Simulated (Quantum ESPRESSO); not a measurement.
# Ta (P6_3/mmc) in Quantum ESPRESSO: phonons with LDA

Aim: the phonons of Ta with LDA.

All numbers are computed with Quantum ESPRESSO 7.5; they aren't measurements. Logs are shortened: lines on timing, memory, paths and dates and some standing lists are left out, and cuts for length are marked.

**1. Starting point**

It takes space group P6_3/mmc (No. 194, hexagonal). Conventional cell: a = 2.900 Å, b = 2.900 Å, c = 5.166 Å, α = 90.00°, β = 90.00°, γ = 120.00°. Around Ta (site symmetry -6m2) lie 12 Ta at 2.90 to 3.08 Å.

This isn't the form of Ta at room conditions, which is bcc.

**2. Phonons, LDA**

Contents of pw.in:

```
&CONTROL
  calculation = 'scf'
  prefix = 'pwscf'
  outdir = './tmp'
  pseudo_dir = './pseudo'
  tprnfor = .true.
  tstress = .true.
  disk_io = 'low'
/
&SYSTEM
  ibrav = 0
  nat = 2
  ntyp = 1
  ecutwfc = 58
  nbnd = 20
  occupations = 'smearing'
  smearing = 'mp'
  degauss = 0.01469973
/
&ELECTRONS
  conv_thr = 4d-10
  electron_maxstep = 120
  mixing_beta = 0.5
/
ATOMIC_SPECIES
Ta   180.9479 Ta.upf
CELL_PARAMETERS bohr
   5.4809088767    0.0000000000    0.0000000000
  -2.7404544384    4.7466063231    0.0000000000
   0.0000000000    0.0000000000    9.7628429448
ATOMIC_POSITIONS bohr
Ta    -0.0000000003    3.1644042155    2.4407107362
Ta     2.7404544386    1.5822021075    7.3221322086
K_POINTS automatic
11 11 5 0 0 0
```

Contents of scf2.in:

```
&CONTROL
  calculation = 'scf'
  prefix = 'pwscf'
  outdir = './tmp'
  pseudo_dir = './pseudo'
  tprnfor = .true.
  tstress = .true.
  disk_io = 'low'
/
&SYSTEM
  ibrav = 0
  nat = 2
  ntyp = 1
  ecutwfc = 58
  nbnd = 20
  occupations = 'smearing'
  smearing = 'mp'
  degauss = 0.01469973
/
&ELECTRONS
  conv_thr = 1d-13
  electron_maxstep = 120
  mixing_beta = 0.5
  startingpot = 'file'
  startingwfc = 'file'
/
ATOMIC_SPECIES
Ta   180.9479 Ta.upf
CELL_PARAMETERS bohr
   5.4809088767    0.0000000000    0.0000000000
  -2.7404544384    4.7466063231    0.0000000000
   0.0000000000    0.0000000000    9.7628429448
ATOMIC_POSITIONS bohr
Ta    -0.0000000003    3.1644042155    2.4407107362
Ta     2.7404544386    1.5822021075    7.3221322086
K_POINTS automatic
11 11 5 0 0 0
```

Contents of ph.in:

```
phonons of Ta
&INPUTPH
  prefix = 'pwscf'
  outdir = './tmp'
  tr2_ph = 1d-16
  fildyn = 'dyn'
  niter_ph = 60
  alpha_mix(1) = 0.4
/
0.0000000000 0.0000000000 0.0000000000
```

Contents of dynmat.in:

```
&INPUT
  fildyn = 'dyn'
  asr = 'crystal'
  filout = 'dynmat.disp'
  fileig = 'dynmat.eig'
/
```

Contents of relax_v0.99.in:

```
&CONTROL
  calculation = 'relax'
  prefix = 'pwscf'
  outdir = './tmp'
  pseudo_dir = './pseudo'
  tprnfor = .true.
  tstress = .true.
  disk_io = 'low'
  nstep = 30
  forc_conv_thr = 0.0001
  etot_conv_thr = 1d-06
/
&SYSTEM
  ibrav = 0
  nat = 2
  ntyp = 1
  ecutwfc = 58
  nbnd = 20
  occupations = 'smearing'
  smearing = 'mp'
  degauss = 0.01469973
/
&ELECTRONS
  conv_thr = 1d-13
  electron_maxstep = 120
  mixing_beta = 0.5
/
&IONS
  ion_dynamics = 'bfgs'
/
ATOMIC_SPECIES
Ta   180.9479 Ta.upf
CELL_PARAMETERS bohr
   5.4625779409    0.0000000000    0.0000000000
  -2.7312889704    4.7307312670    0.0000000000
   0.0000000000    0.0000000000    9.7301910523
ATOMIC_POSITIONS bohr
Ta    -0.0000000002    3.1538208448    2.4325477631
Ta     2.7312889707    1.5769104222    7.2976432892
K_POINTS automatic
11 11 5 0 0 0
```

Contents of ph_v0.99.in:

```
phonons at 0.99 of the volume
&INPUTPH
  prefix = 'pwscf'
  outdir = './tmp'
  tr2_ph = 1d-16
  fildyn = 'dyn_v0.99'
  niter_ph = 60
  alpha_mix(1) = 0.4
/
0.0000000000 0.0000000000 0.0000000000
```

Contents of relax_v1.01.in:

```
&CONTROL
  calculation = 'relax'
  prefix = 'pwscf'
  outdir = './tmp'
  pseudo_dir = './pseudo'
  tprnfor = .true.
  tstress = .true.
  disk_io = 'low'
  nstep = 30
  forc_conv_thr = 0.0001
  etot_conv_thr = 1d-06
/
&SYSTEM
  ibrav = 0
  nat = 2
  ntyp = 1
  ecutwfc = 58
  nbnd = 20
  occupations = 'smearing'
  smearing = 'mp'
  degauss = 0.01469973
/
&ELECTRONS
  conv_thr = 1d-13
  electron_maxstep = 120
  mixing_beta = 0.5
/
&IONS
  ion_dynamics = 'bfgs'
/
ATOMIC_SPECIES
Ta   180.9479 Ta.upf
CELL_PARAMETERS bohr
   5.4991180101    0.0000000000    0.0000000000
  -2.7495590050    4.7623758952    0.0000000000
   0.0000000000    0.0000000000    9.7952778772
ATOMIC_POSITIONS bohr
Ta    -0.0000000003    3.1749172636    2.4488194693
Ta     2.7495590053    1.5874586316    7.3464584079
K_POINTS automatic
11 11 5 0 0 0
```

Contents of ph_v1.01.in:

```
phonons at 1.01 of the volume
&INPUTPH
  prefix = 'pwscf'
  outdir = './tmp'
  tr2_ph = 1d-16
  fildyn = 'dyn_v1.01'
  niter_ph = 60
  alpha_mix(1) = 0.4
/
0.0000000000 0.0000000000 0.0000000000
```

Potentials or basis: PseudoDojo 0.4.1 SR LDA standard.

Launch:

```sh
OMP_NUM_THREADS=1 pw.x -in pw.in > pw.out
OMP_NUM_THREADS=1 pw.x -in scf2.in > scf2.out
OMP_NUM_THREADS=1 ph.x -in ph.in > ph.out
OMP_NUM_THREADS=1 dynmat.x -in dynmat.in > dynmat.out
OMP_NUM_THREADS=1 pw.x -in relax_v0.99.in > relax_v0.99.out
OMP_NUM_THREADS=1 ph.x -in ph_v0.99.in > ph_v0.99.out
OMP_NUM_THREADS=1 pw.x -in relax_v1.01.in > relax_v1.01.out
OMP_NUM_THREADS=1 ph.x -in ph_v1.01.in > ph_v1.01.out
```

pw.out:

```text
This program is part of the open-source Quantum ESPRESSO suite
     for quantum simulation of materials; please cite
[... 9 lines left out ...]
     --------------------
     sticks:   dense  smooth     PW     G-vecs:    dense   smooth      PW
     Sum         475     475    151                15137    15137    2577

     Using Slab Decomposition

     bravais-lattice index     =            0
     lattice parameter (alat)  =       5.4809  a.u.
     unit-cell volume          =     253.9874 (a.u.)^3
     number of atoms/cell      =            2
     number of atomic types    =            1
     number of electrons       =        26.00
     number of Kohn-Sham states=           20
     kinetic-energy cutoff     =      58.0000  Ry
     charge density cutoff     =     232.0000  Ry
     scf convergence threshold =      4.0E-10
     mixing beta               =       0.5000
     number of iterations used =            8  plain     mixing
     Exchange-correlation= SLA  PW   NOGX NOGC
                           (   1   4   0   0   0   0   0)

     celldm(1)=   5.480909  celldm(2)=   0.000000  celldm(3)=   0.000000
     celldm(4)=   0.000000  celldm(5)=   0.000000  celldm(6)=   0.000000

     crystal axes: (cart. coord. in units of alat)
               a(1) = (   1.000000   0.000000   0.000000 )
               a(2) = (  -0.500000   0.866025   0.000000 )
               a(3) = (   0.000000   0.000000   1.781245 )

     reciprocal axes: (cart. coord. in units 2 pi/alat)
               b(1) = (  1.000000  0.577350 -0.000000 )
               b(2) = (  0.000000  1.154701  0.000000 )
               b(3) = (  0.000000 -0.000000  0.561405 )

     PseudoPot. # 1 for Ta read from file:
     Ta.upf
     Pseudo is Norm-conserving + core correction, Zval = 13.0
     Generated using ONCVPSP code by D. R. Hamann
     Using radial grid of 1432 points,  8 beta functions with:
                l(1) =   0
                l(2) =   0
                l(3) =   1
                l(4) =   1
                l(5) =   2
                l(6) =   2
                l(7) =   3
                l(8) =   3

     atomic species   valence    mass     pseudopotential
     Ta               13.00   180.94790     Ta( 1.00)

     24 Sym. Ops., with inversion, found (12 have fractional translation)

   Cartesian axes

     site n.     atom                  positions (alat units)
         1        Ta     tau(   1) = (  -0.0000000   0.5773503   0.4453113  )
         2        Ta     tau(   2) = (   0.5000000   0.2886751   1.3359339  )

     number of k points=    48  Methfessel-Paxton smearing, width (Ry)=  0.0147
                       cart. coord. in units 2pi/alat
        k(    1) = (   0.0000000   0.0000000   0.0000000), wk =   0.0033058
        k(    2) = (   0.0000000   0.0000000   0.1122810), wk =   0.0066116
        k(    3) = (   0.0000000   0.0000000   0.2245620), wk =   0.0066116
        k(    4) = (   0.0000000   0.1049728   0.0000000), wk =   0.0198347
        k(    5) = (   0.0000000   0.1049728   0.1122810), wk =   0.0396694
        k(    6) = (   0.0000000   0.1049728   0.2245620), wk =   0.0396694
[... 40 lines left out ...]
        k(   47) = (   0.2727273   0.5773503   0.1122810), wk =   0.0396694
        k(   48) = (   0.2727273   0.5773503   0.2245620), wk =   0.0396694

     Dense  grid:    15137 G-vectors     FFT dimensions: (  27,  27,  48)

     Initial potential from superposition of free atoms

     starting charge      25.9985, renormalised to      26.0000
     Starting wfcs are   20 randomized atomic wfcs

     Self-consistent Calculation

     iteration #  1     ecut=    58.00 Ry     beta= 0.50
     Davidson diagonalization with overlap
     ethr =  1.00E-02,  avg # of iterations =  3.0

     Threshold (ethr) on eigenvalues was too large:
     Diagonalizing with lowered threshold

     Davidson diagonalization with overlap
     ethr =  1.66E-04,  avg # of iterations =  3.0

     total energy              =    -260.60058190 Ry
     estimated scf accuracy    <       0.04903046 Ry

     iteration #  2     ecut=    58.00 Ry     beta= 0.50
     Davidson diagonalization with overlap
     ethr =  1.89E-04,  avg # of iterations =  2.0

     total energy              =    -260.60320041 Ry
     estimated scf accuracy    <       0.00429714 Ry

     iteration #  3     ecut=    58.00 Ry     beta= 0.50
     Davidson diagonalization with overlap
     ethr =  1.65E-05,  avg # of iterations =  2.7

     total energy              =    -260.60369091 Ry
     estimated scf accuracy    <       0.00021464 Ry

     iteration #  4     ecut=    58.00 Ry     beta= 0.50
     Davidson diagonalization with overlap
     ethr =  8.26E-07,  avg # of iterations =  2.7

     total energy              =    -260.60370865 Ry
     estimated scf accuracy    <       0.00000573 Ry

     iteration #  5     ecut=    58.00 Ry     beta= 0.50
     Davidson diagonalization with overlap
     ethr =  2.21E-08,  avg # of iterations =  2.6

     total energy              =    -260.60371031 Ry
     estimated scf accuracy    <       0.00000170 Ry

     iteration #  6     ecut=    58.00 Ry     beta= 0.50
     Davidson diagonalization with overlap
     ethr =  6.54E-09,  avg # of iterations =  2.0

     total energy              =    -260.60371066 Ry
     estimated scf accuracy    <          7.6E-09 Ry

     iteration #  7     ecut=    58.00 Ry     beta= 0.50
     Davidson diagonalization with overlap
     ethr =  2.91E-11,  avg # of iterations =  2.9

     total energy              =    -260.60371066 Ry
     estimated scf accuracy    <          1.5E-09 Ry

     iteration #  8     ecut=    58.00 Ry     beta= 0.50
     Davidson diagonalization with overlap
     ethr =  5.84E-12,  avg # of iterations =  2.0

     End of self-consistent calculation

          k = 0.0000 0.0000 0.0000 (  1919 PWs)   bands (ev):

   -49.9975 -49.9388 -16.9039 -16.0883 -15.9723 -15.9723 -15.8900 -15.8900
     9.4845  12.7278  17.0280  17.6050  18.1755  18.1755  18.7314  18.7314
    20.5108  20.5108  22.6633  22.6633

          k = 0.0000 0.0000 0.1123 (  1908 PWs)   bands (ev):

   -49.9919 -49.9444 -16.8300 -16.1705 -15.9645 -15.9645 -15.8979 -15.8979
     9.8268  12.5455  16.8632  17.0888  18.1370  18.1370  18.5973  18.5973
    20.8346  20.8346  22.6039  22.6039

          k = 0.0000 0.0000 0.2246 (  1920 PWs)   bands (ev):

   -49.9773 -49.9591 -16.6328 -16.3811 -15.9440 -15.9440 -15.9186 -15.9186
    10.7399  11.8397  16.4986  16.5420  18.1528  18.1528  18.3328  18.3328
    21.5636  21.5636  22.2593  22.2593

          k = 0.0000 0.1050 0.0000 (  1927 PWs)   bands (ev):

   -49.9898 -49.9332 -16.8777 -16.0913 -16.0571 -15.9953 -15.9764 -15.9057
     9.7983  13.0657  17.0560  17.2058  17.9994  18.4389  18.4765  19.0258
    20.0318  20.2519  22.7855  23.3191

          k = 0.0000 0.1050 0.1123 (  1912 PWs)   bands (ev):

   -49.9844 -49.9386 -16.8078 -16.1776 -16.0475 -15.9868 -15.9769 -15.9143
    10.1339  12.8807  16.7417  16.9388  17.8320  18.3946  18.4199  18.8765
    20.4774  20.6245  22.6739  22.9693

          k = 0.0000 0.1050 0.2246 (  1903 PWs)   bands (ev):

   -49.9703 -49.9528 -16.6214 -16.3823 -16.0232 -15.9947 -15.9645 -15.9368
    11.0367  12.1491  16.3351  16.5533  17.8330  18.1111  18.4201  18.6007
    21.3999  21.4283  22.2192  22.3125

          k = 0.0000 0.2099 0.0000 (  1909 PWs)   bands (ev):

   -49.9688 -49.9183 -16.8040 -16.2819 -16.2008 -16.1024 -16.0553 -15.9487
    10.6630  13.9123  16.3362  16.7598  17.5796  18.4684  19.1320  19.3546
    19.6963  19.8792  22.9746  24.6407

          k = 0.0000 0.2099 0.1123 (  1901 PWs)   bands (ev):

   -49.9640 -49.9231 -16.7489 -16.2775 -16.2483 -16.1191 -16.0452 -15.9590
    10.9686  13.7220  16.0096  16.8563  17.3194  18.0774  19.1583  19.6248
    19.9172  20.3234  22.7605  23.6631

          k = 0.0000 0.2099 0.2246 (  1900 PWs)   bands (ev):

   -49.9514 -49.9358 -16.6027 -16.4181 -16.2174 -16.1632 -16.0187 -15.9858
    11.8090  12.9159  15.9685  16.5124  17.2364  17.6956  19.1310  19.3394
    21.1287  21.2060  22.1172  22.4339

          k = 0.0000 0.3149 0.0000 (  1892 PWs)   bands (ev):

   -49.9405 -49.8994 -16.6973 -16.5703 -16.4807 -16.1311 -16.1266 -16.0062
    11.8430  14.4740  15.4339  16.7044  17.0934  18.2627  19.1256  19.5481
    20.7264  21.1896  23.0696  25.4579

          k = 0.0000 0.3149 0.1123 (  1893 PWs)   bands (ev):

   -49.9366 -49.9033 -16.7004 -16.5360 -16.4836 -16.1563 -16.1193 -16.0182
    12.0583  14.3127  15.3382  16.6517  16.9910  18.0966  19.2861  20.0357
    20.7188  21.1493  22.8029  24.1939

          k = 0.0000 0.3149 0.2246 (  1900 PWs)   bands (ev):

   -49.9263 -49.9136 -16.6687 -16.5979 -16.3690 -16.2430 -16.0883 -16.0497
    12.6738  13.5586  15.6100  16.1708  17.2504  17.7029  19.7220  20.2946
    21.1124  21.5235  22.1778  22.5910
[... 171 lines left out ...]
   -49.8853 -49.8732 -16.8988 -16.8165 -16.4553 -16.3583 -16.3122 -16.2107
    14.0191  14.8729  15.3006  15.9508  17.1844  17.7890  18.7703  21.2105
    21.5861  23.0704  25.3695  26.0241

          k = 0.1818 0.5249 0.2246 (  1895 PWs)   bands (ev):

   -49.8816 -49.8769 -16.9041 -16.8729 -16.4314 -16.3825 -16.2522 -16.2035
    13.9727  14.4070  15.6700  16.1634  16.9770  17.7771  19.3744  20.0133
    22.2211  23.2337  25.3088  25.7791

          k = 0.2727 0.4724 0.0000 (  1895 PWs)   bands (ev):

   -49.8853 -49.8713 -16.8028 -16.7360 -16.4849 -16.4344 -16.3890 -16.2427
    14.7358  14.9192  15.6908  15.8835  17.0097  17.5774  18.3052  20.7398
    21.8042  22.2430  25.5243  25.8397

          k = 0.2727 0.4724 0.1123 (  1886 PWs)   bands (ev):

   -49.8839 -49.8727 -16.8081 -16.7719 -16.5026 -16.4407 -16.3424 -16.2207
    14.6919  14.7838  15.6960  16.1292  17.1205  17.1969  18.3679  20.8945
    21.1421  22.9412  25.6419  25.7560

          k = 0.2727 0.4724 0.2246 (  1893 PWs)   bands (ev):

   -49.8805 -49.8761 -16.8210 -16.8152 -16.5060 -16.4750 -16.2549 -16.2090
    14.5962  14.5977  15.9268  16.4060  16.7364  17.2015  18.6596  19.5402
    22.1716  23.3281  25.8008  25.8334

          k = 0.2727 0.5774 0.0000 (  1900 PWs)   bands (ev):

   -49.8769 -49.8709 -16.7959 -16.6916 -16.5868 -16.4694 -16.3715 -16.2899
    14.7318  15.3519  15.6311  16.1693  17.1071  17.1264  18.6015  21.3643
    21.6448  21.9497  24.8662  25.0807

          k = 0.2727 0.5774 0.1123 (  1893 PWs)   bands (ev):

   -49.8763 -49.8714 -16.7987 -16.7260 -16.6081 -16.4966 -16.3165 -16.2553
    14.7117  15.5238  15.6818  15.7638  16.9963  17.2157  18.6985  20.8239
    21.7354  22.4519  25.0371  25.2480

          k = 0.2727 0.5774 0.2246 (  1890 PWs)   bands (ev):

   -49.8748 -49.8729 -16.8043 -16.7816 -16.5990 -16.5499 -16.2411 -16.2191
    14.7532  15.0917  15.9068  15.9089  16.8845  17.1215  18.9469  19.6002
    22.4890  22.8926  25.9588  26.1148

     the Fermi energy is    17.6246 ev

!    total energy              =    -260.60371066 Ry
     estimated scf accuracy    <          3.4E-11 Ry
     smearing contrib. (-TS)   =       0.00025473 Ry
     internal energy E=F+TS    =    -260.60396539 Ry

     The total energy is F=E-TS. E is the sum of the following terms:
     one-electron contribution =     -38.65350396 Ry
     hartree contribution      =      30.72083485 Ry
     xc contribution           =     -58.67801271 Ry
     ewald contribution        =    -193.99328356 Ry

     convergence has been achieved in   8 iterations

     Forces acting on atoms (cartesian axes, Ry/au):

     atom    1 type  1   force =     0.00000000    0.00000000    0.00000000
     atom    2 type  1   force =     0.00000000    0.00000000    0.00000000

     Total force =     0.000000     Total SCF correction =     0.000000

     Computing stress (Cartesian axis) and pressure

          total   stress  (Ry/bohr**3)                   (kbar)     P=     -131.14
  -0.00097323  -0.00000000   0.00000000         -143.17       -0.00        0.00
  -0.00000000  -0.00097323   0.00000000           -0.00     -143.17        0.00
   0.00000000   0.00000000  -0.00072801            0.00        0.00     -107.09

=------------------------------------------------------------------------------=
   JOB DONE.
=------------------------------------------------------------------------------=
```

Run time: 23 min. Hardware: 1 thread of Arm Neoverse V1, shared host; peak memory 0.07 GiB.

Results:

| Property | Result |
| --- | --- |
| Free energy | -3545.6941 eV |
| Pressure | -13.1 GPa |
| Band gap on the k mesh | none (metal or under the smearing width) |
| Highest phonon frequency at Γ | 171 cm⁻¹ |
| Most unstable mode | 58i cm⁻¹ |

Levels at points of the mesh, in eV from the Fermi level:
```csv
k point,band 10,band 11,band 12,band 13,band 14,band 15,band 16,band 17
"(0.00, 0.00, 0.00)",-4.90,-0.60,-0.02,0.55,0.55,1.11,1.11,2.89
```

Phonon frequencies in cm⁻¹ (negative: imaginary):
```tsv
q point	frequencies
(0.000, 0.000, 0.000)	-58 -58 -1 -1 -1 171
```

Mode Grüneisen parameters of phonons at Γ, in order of frequency: n/a, n/a, n/a, n/a, n/a, 2.17

Optical modes at Γ, degenerate ones joined:
| cm⁻¹ | components | symmetry | active in |
| --- | --- | --- | --- |
| 58i | 2 | E2g | Raman |
| 171 | 1 | B1g | silent |

Frequencies at 99 % and 101 % of the volume (pressures -11.5 and -14.7 GPa), ions relaxed:
```csv
mode,99 % (cm⁻¹),101 % (cm⁻¹),Grüneisen parameter
6,174.2,166.8,2.17
```

Caveat: the mesh is thin for the phonons of a metal; some modes are imaginary; the cell is more than 3 GPa from zero pressure, which shifts response properties. The run has no spin-orbit coupling, so splittings on Ta are missing.
